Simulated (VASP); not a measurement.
# Bi (Im-3m) in VASP: a series of runs

One crystal, Bi, is run at these levels: PBE; tasks: relaxation of the atoms.

Program: VASP 6.6.1. These are calculated values, not measurements. Logs are shortened: lines on timing, memory, paths and dates and some standing lists are left out, and cuts for length are marked.

## 1. The crystal as given

It takes space group Im-3m (No. 229, cubic). Conventional cell: a = 4.004 Å, b = 4.004 Å, c = 4.004 Å, α = 90.00°, β = 90.00°, γ = 90.00°. Bi (site symmetry m-3m) is surrounded by 8 Bi at 3.47 Å.

This isn't the form of Bi at room conditions, which is rhombohedral.

## 2. Relaxation of the atoms, PBE (a relaxed cell with its volume scaled by 0.96)

File INCAR:

```
SYSTEM = Bi
PREC     = Accurate       ! precision mode
ENCUT    = 300            ! plane-wave cutoff, eV
EDIFF    = 1E-7           ! SCF threshold, eV
ISMEAR   = 1              ! smearing method
SIGMA    = 0.1            ! smearing width, eV
LREAL    = .False.        ! projectors in reciprocal space
LASPH    = .True.         ! aspherical terms in the spheres
NELM     = 80             ! most SCF steps
ALGO     = Fast           ! electronic algorithm
ISIF     = 2              ! what is computed and relaxed
LWAVE    = .False.        ! write WAVECAR
LCHARG   = .False.        ! write CHGCAR
GGA      = PE             ! functional
IBRION   = 2              ! ionic algorithm
NSW      = 40             ! ionic steps
EDIFFG   = -0.01          ! ionic threshold
```

File KPOINTS:

```
Automatic mesh
0
Gamma
  7 7 7
  0 0 0
```

File POSCAR:

```
Bi                                      
1.0
   -1.9750421019      1.9750421019      1.9750421019
    1.9750421019     -1.9750421019      1.9750421019
    1.9750421019      1.9750421019     -1.9750421019
  Bi            
     1
Direct
     0.0000000000000000    0.0000000000000000    0.0000000000000000
```

Potentials or basis: VASP PAW PBE potentials, release 64 (Bi).

The run is started by

```console
$ cat potpaw_PBE.64/Bi/POTCAR > POTCAR
$ mpirun -np 1 vasp_std > vasp.out
```

OUTCAR:

```text
SYSTEM = Bi
   PREC = Accurate
   ENCUT = 300
   EDIFF = 1E-7
   ISMEAR = 1
   LREAL = .False.
   LASPH = .True.
   NELM = 80
   ISIF = 2
   GGA = PE
   IBRION = 2
   NSW = 40
   EDIFFG = -0.01

 ion  position               nearest neighbor table
   1  0.000  0.000  0.000-

  LATTYP: Found a body centered cubic cell.
 ALAT       =     3.9500842038

  Lattice vectors:

 A1 = (  -1.9750421019,   1.9750421019,   1.9750421019)
 A2 = (   1.9750421019,  -1.9750421019,   1.9750421019)
 A3 = (   1.9750421019,   1.9750421019,  -1.9750421019)

Analysis of symmetry for initial positions (statically):
=====================================================================
 Subroutine PRICEL returns:
 Original cell was already a primitive cell.

 Routine SETGRP: Setting up the symmetry group for a
 body centered cubic supercell.

 Subroutine GETGRP returns: Found 48 space group operations
 (whereof 48 operations were pure point group operations)
 out of a pool of 48 trial point group operations.

The static configuration has the point symmetry O_h .

Analysis of symmetry for dynamics (positions and initial velocities):
=====================================================================
 Subroutine PRICEL returns:
 Original cell was already a primitive cell.

 Routine SETGRP: Setting up the symmetry group for a
 body centered cubic supercell.

 Subroutine GETGRP returns: Found 48 space group operations
 (whereof 48 operations were pure point group operations)
 out of a pool of 48 trial point group operations.

The dynamic configuration has the point symmetry O_h .

 Subroutine INISYM returns: Found 48 space group operations
 (whereof 48 operations are pure point group operations),
 and found     1 'primitive' translations

----------------------------------------------------------------------------------------

                                     Primitive cell

  volume of cell :      30.8169

  direct lattice vectors                    reciprocal lattice vectors
    -1.975042102  1.975042102  1.975042102     0.000000000  0.253159160  0.253159160
     1.975042102 -1.975042102  1.975042102     0.253159160  0.000000000  0.253159160
     1.975042102  1.975042102 -1.975042102     0.253159160  0.253159160  0.000000000

  length of vectors
     3.420873268  3.420873268  3.420873268     0.358021118  0.358021118  0.358021118

  position of ions in fractional coordinates (direct lattice)
     0.000000000  0.000000000  0.000000000

  ion indices of the primitive-cell ions
   primitive index   ion index
                 1           1

----------------------------------------------------------------------------------------

 KPOINTS: Automatic mesh

Automatic generation of k-mesh.
 Grid dimensions read from file:
 generate k-points for:    7    7    7

 Generating k-lattice:

  Cartesian coordinates                     Fractional coordinates (reciprocal lattice)
     0.000000000  0.036165594  0.036165594     0.142857143  0.000000000  0.000000000
     0.036165594  0.000000000  0.036165594     0.000000000  0.142857143  0.000000000
     0.036165594  0.036165594  0.000000000     0.000000000  0.000000000  0.142857143

  Length of vectors
     0.051145874  0.051145874  0.051145874

  Shift w.r.t. Gamma in fractional coordinates (k-lattice)
     0.000000000  0.000000000  0.000000000

 Subroutine IBZKPT returns following result:
 ===========================================

 Found     20 irreducible k-points:

 Following reciprocal coordinates:
            Coordinates               Weight
  0.000000  0.000000  0.000000      1.000000
  0.142857  0.000000  0.000000     12.000000
  0.285714  0.000000  0.000000     12.000000
  0.428571  0.000000  0.000000     12.000000
  0.142857  0.142857  0.000000     24.000000
  0.285714  0.142857  0.000000     48.000000
[... 12 lines left out ...]
 -0.428571 -0.428571  0.285714      8.000000
 -0.428571  0.428571  0.428571      6.000000
   k-points           NKPTS =     20   k-points in BZ     NKDIM =     20   number of bands    NBANDS=      6
   number of dos      NEDOS =    301   number of ions     NIONS =      1
   total plane-waves  NPLWV =   8000
   dimension x,y,z NGX =    20 NGY =   20 NGZ =   20
   dimension x,y,z NGXF=    40 NGYF=   40 NGZF=   40
   ions per type =               1
   NGX,Y,Z   is equivalent  to a cutoff of   9.72,  9.72,  9.72 a.u.
   NGXF,Y,Z  is equivalent  to a cutoff of  19.44, 19.44, 19.44 a.u.
 SYSTEM =  Bi
   PREC   = accura    normal or accurate (medium, high low for compatibility)
   ISTART =      0    job   : 0-new  1-cont  2-samecut
   ICHARG =      2    charge: 1-file 2-atom 10-const
   ISPIN  =      1    spin polarized calculation?
   LNONCOLLINEAR =      F non collinear calculations
   LSORBIT =      F    spin-orbit coupling
   LASPH  =      T    aspherical Exc in radial PAW
   ENCUT  =  300.0 eV  22.05 Ry    4.70 a.u.   4.83  4.83  4.83*2*pi/ulx,y,z
   NELM   =     80;   NELMIN=  2; NELMDL= -5     # of ELM steps
   EDIFF  = 0.1E-06   stopping-criterion for ELM
   LREAL  =      F    real-space projection
   EDIFFG = -.1E-01   stopping-criterion for IOM
   NSW    =     40    number of steps for IOM
   IBRION =      2    ionic relax: 0-MD 1-quasi-New 2-CG
   NFREE  =      1    steps in history (QN), initial steepest desc. (CG)
   ISIF   =      2    stress and relaxation
   ISYM   =      2    0-nonsym 1-usesym 2-fastsym
   POTIM  = 0.5000    time-step for ionic-motion
   TEBEG  =    0.0;   TEEND  =   0.0 temperature during run
   PSTRESS=    0.0 pullay stress
   NELECT =       5.0000    total number of electrons
   NUPDOWN=      -1.0000    fix difference up-down
   EMIN   =  10.00;   EMAX   =-10.00  energy-range for DOS
   EFERMI =   0.00;   METHOD = LEGACY
   ISMEAR =     1;   SIGMA  =   0.10  broadening in eV -4-tet -1-fermi 0-gaus
   EFERMI_NEDOS =   21; number of points for ismear=-14 and -15
   IALGO  =     68    algorithm
   IMIX   =      4    mixing-type and parameters
     AMIX     =   0.40;   BMIX     =  1.00
     AMIX_MAG =   1.60;   BMIX_MAG =  1.00
  volume/ion in A,a.u.               =      30.82       207.96
  Fermi-wavevector in a.u.,A,eV,Ry     =   0.892898  1.687332 10.847472  0.797267
  Thomas-Fermi vector in A             =   2.014906
   LORBIT       =      0    0 simple, 1 ext, 2 COOP (PROOUT), +10 PAW based schemes
   GGA     = PE    functional components
   LHFCALC =     F    Hartree Fock is set to
   AEXX    =    0.0000 exact exchange contribution
   IVDW    =     0    specifies the selected vdW correction
   LEPSILON=     F    determine dielectric tensor
   LRPA    =     F    only Hartree local field effects (RPA)
 conjugate gradient relaxation of ions
 non-spin polarized calculation
 RMM-DIIS sequential band-by-band and
 Methfessel and Paxton  Order N= 1 SIGMA  =   0.10
  energy-cutoff  :      300.00
  volume of cell :       30.82
 maximum number of plane-waves:       373
   NGX =  9   NGY =  9   NGZ =  9

 number of electron       4.9999999 magnetization

 Free energy of the ion-electron system (eV)
  ---------------------------------------------------
  ext. energy  EPLUGINS =         0.00000000
  ---------------------------------------------------
  free energy    TOTEN  =        -3.70210548 eV

  energy without entropy =       -3.69960854  energy(sigma->0) =       -3.70127317

 E-fermi :   6.7300     XC(G=0): -10.1578

 val. band max:        6.7243021974   @ k =  -0.4286   0.4286   0.2857
 cond. band min:       6.9734639364   @ k =  -0.2857   0.2857   0.2857
 fundamental gap:      0.2491617390
 Fermi energy:         6.7300207770

 k-point     1 :       0.0000    0.0000    0.0000
  band No.  band energies     occupation
      1      -6.7790      2.00000
      2      12.0049      0.00000
      3      12.0049      0.00000
      4      12.0049      0.00000
      5      16.0540      0.00000
      6      17.2840      0.00000

 k-point     2 :       0.1429    0.0000    0.0000
  band No.  band energies     occupation
      1      -6.4044      2.00000
      2       9.0769      0.00000
      3      11.0094      0.00000
      4      11.6655      0.00000
      5      15.0572      0.00000
      6      15.8691      0.00000

 k-point     3 :       0.2857    0.0000    0.0000
  band No.  band energies     occupation
      1      -5.3385      2.00000
      2       5.1012      2.00000
      3       9.4647      0.00000
      4      10.9131      0.00000
      5      13.5319      0.00000
      6      14.7985      0.00000

 k-point     4 :       0.4286    0.0000    0.0000
  band No.  band energies     occupation
      1      -3.9836      2.00000
      2       2.1634      2.00000
      3       8.5254     -0.00000
      4      10.3645      0.00000
      5      12.8250      0.00000
      6      14.2751      0.00000

 k-point     5 :       0.1429    0.1429    0.0000
  band No.  band energies     occupation
      1      -5.6808      2.00000
      2       6.4907      2.00368
      3       9.0896      0.00000
      4      10.6522      0.00000
      5      14.9484      0.00000
      6      15.5110      0.00000
[... 100 lines left out ...]
 k-point    17 :      -0.2857    0.2857    0.2857
  band No.  band energies     occupation
      1      -3.9989      2.00000
      2       5.3524      2.00000
      3       6.9735     -0.00309
      4       6.9735     -0.00309
      5      11.6812      0.00000
      6      17.1555      0.00000

 k-point    18 :      -0.4286    0.4286    0.2857
  band No.  band energies     occupation
      1      -2.8140      2.00000
      2       3.6236      2.00000
      3       6.0872      2.00000
      4       6.7243      1.09662
      5      11.8322      0.00000
      6      14.1987      0.00000

 k-point    19 :      -0.4286   -0.4286    0.2857
  band No.  band energies     occupation
      1      -2.2465      2.00000
      2       4.2237      2.00000
      3       4.2237      2.00000
      4       7.0700     -0.00002
      5      12.0684      0.00000
      6      12.0684      0.00000

 k-point    20 :      -0.4286    0.4286    0.4286
  band No.  band energies     occupation
      1      -1.8524      2.00000
      2       4.7332      2.00000
      3       5.2079      2.00000
      4       5.2079      2.00000
      5      10.4502      0.00000
      6      11.4189      0.00000

------------------------ aborting loop because EDIFF is reached ----------------------------------------

  FORCE on cell =-STRESS in cart. coord.  units (eV):
  Direction    XX          YY          ZZ          XY          YZ          ZX
  --------------------------------------------------------------------------------------
  -------------------------------------------------------------------------------------
  Total        0.4484787      0.4484787      0.4484787     -0.0000000      0.0000000      0.0000000
  in kB       23.3164975     23.3164975     23.3164975     -0.0000000      0.0000000      0.0000000
  external PRESSURE =      23.3164975 kB  Pullay stress =       0.0000000 kB

 VOLUME and BASIS-vectors are now :
 -----------------------------------------------------------------------------
  energy-cutoff  :      300.00
  volume of cell :       30.82
      direct lattice vectors                 reciprocal lattice vectors
    -1.975042102  1.975042102  1.975042102     0.000000000  0.253159160  0.253159160
     1.975042102 -1.975042102  1.975042102     0.253159160  0.000000000  0.253159160
     1.975042102  1.975042102 -1.975042102     0.253159160  0.253159160  0.000000000

 POSITION                                       TOTAL-FORCE (eV/Angst)
 -----------------------------------------------------------------------------------
      0.00000      0.00000      0.00000        -0.000000      0.000000     -0.000000
 -----------------------------------------------------------------------------------
    total drift:                                0.000000      0.000000     -0.000000

  FREE ENERGIE OF THE ION-ELECTRON SYSTEM (eV)
  ---------------------------------------------------
  free  energy   TOTEN  =        -3.7021054786 eV

  energy  without entropy=       -3.6996085412  energy(sigma->0) =       -3.70127317

 reached required accuracy - stopping structural energy minimisation
```

It took 3.9 s on 1 thread of Intel Xeon 6975P-C (Granite Rapids), shared host; peak memory 0.11 GiB.

What came out:

* Free energy: -3.7021 eV
* Pressure after relaxing: 2.3 GPa
* Band gap on the k mesh: none (metal or under the smearing width)

Final structure:
```yaml
crystal:
  lattice:
    - [-1.97504, 1.97504, 1.97504]
    - [1.97504, -1.97504, 1.97504]
    - [1.97504, 1.97504, -1.97504]
  atoms:
    - { symbol: Bi, position: [0.00000, 0.00000, 0.00000] }
```

Caveat: the relaxation stopped at its first step, so nothing moved; spin-orbit coupling is left out, which moves the levels of the heavy elements.

## 3. Relaxation of the atoms, PBE (a relaxed cell with its volume scaled by 0.98)

INCAR is that of step 2.

KPOINTS is that of step 2.

File POSCAR:

```
Bi                                      
1.0
   -1.9886635124      1.9886635124      1.9886635124
    1.9886635124     -1.9886635124      1.9886635124
    1.9886635124      1.9886635124     -1.9886635124
  Bi            
     1
Direct
     0.0000000000000000    0.0000000000000000    0.0000000000000000
```

Potentials or basis: VASP PAW PBE potentials, release 64 (Bi).

The run is started by

```console
$ cat potpaw_PBE.64/Bi/POTCAR > POTCAR
$ mpirun -np 1 vasp_std > vasp.out
```

Run time: 3.8 s. Hardware: 1 thread of Intel Xeon 6975P-C (Granite Rapids), shared host; peak memory 0.11 GiB.

It converged, with:

| Item | Value |
| --- | --- |
| Free energy | -3.7089 eV |
| Pressure after relaxing | 1.1 GPa |
| Band gap on the k mesh | none (metal or under the smearing width) |

Final structure:
```
Bi
1.0
    -1.98866    1.98866    1.98866
     1.98866   -1.98866    1.98866
     1.98866    1.98866   -1.98866
Bi
1
Direct
  0.00000 0.00000 0.00000
```

Levels at points of the mesh, in eV from the Fermi level:
```csv
k point,band 1,band 2,band 3,band 4,band 5,band 6
"(0.00, 0.00, 0.00)",-13.36,5.13,5.13,5.13,9.06,10.55
```

Caveat: the relaxation stopped at its first step, so nothing moved; spin-orbit coupling is left out, which moves the levels of the heavy elements.

(Continued in part 2 of 2.)
